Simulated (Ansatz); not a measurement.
Runs of Ansatz 0.2.0 on In. It takes space group I4/mmm (No. 139, tetragonal). The conventional cell has a = 3.251 Å, b = 3.251 Å, c = 4.947 Å, α = 90.00°, β = 90.00°, γ = 90.00°. Around In (site symmetry 4/mmm) lie 12 In at 3.25 to 3.38 Å. 

```tsv
task	level	spin	cell	k mesh	points for each segment of the path	gap on the mesh (eV)	pressure (GPa)	relaxed volume (Å³/atom)
relaxation of cell and atoms	PBEsol	off	relaxed	11 × 11 × 11	-	none	0.0	25.54
relaxation of cell and atoms	LDA	off	relaxed	11 × 11 × 11	-	none	0.0	24.58
band structure	RPBE	off	as given	11 × 11 × 11	14	none	3.7	-
relaxation of cell and atoms	RPBE	off	relaxed	11 × 11 × 11	-	none	0.0	(b)
band structure	PBEsol	SOC, no magnetisation	as given	8 × 8 × 8	14	none	(a)	-
band structure	LDA	off	as given	11 × 11 × 11	14	none	-2.5	-
band structure	LDA	SOC, no magnetisation	as given	8 × 8 × 8	14	none	-2.7	-
band structure	PBEsol	off	as given	11 × 11 × 11	14	none	-0.9	-
band structure	revPBE	off	as given	11 × 11 × 11	14	none	3.3	-
```

Alike in all rows: potentials or basis Ansatz PAW; cutoff (eV) 420; smearing fermi-dirac 0.05 eV.

Problem. Fill in the values left out.

Solution. (a) -1.1; (b) 28.93.

Caveats: the PAW data sets come from PBE, with cores solved anew for the run's functional, which leaves a small shift of forces and pressure; spin-orbit coupling is left out, which moves the levels of the heavy elements (some runs); the plane-wave basis is chosen anew once the cell has moved, so the energies of steps on either side of that aren't comparable (some runs); the volume moved by +11 % from the deposited cell, more than functionals usually miss (some runs).

A k mesh can miss the band edges, and rows without SOC leave out spin-orbit coupling on In.

A gap of «none» marks a metal or a gap under the smearing width.

Runs at the PBE level aren't shown here.
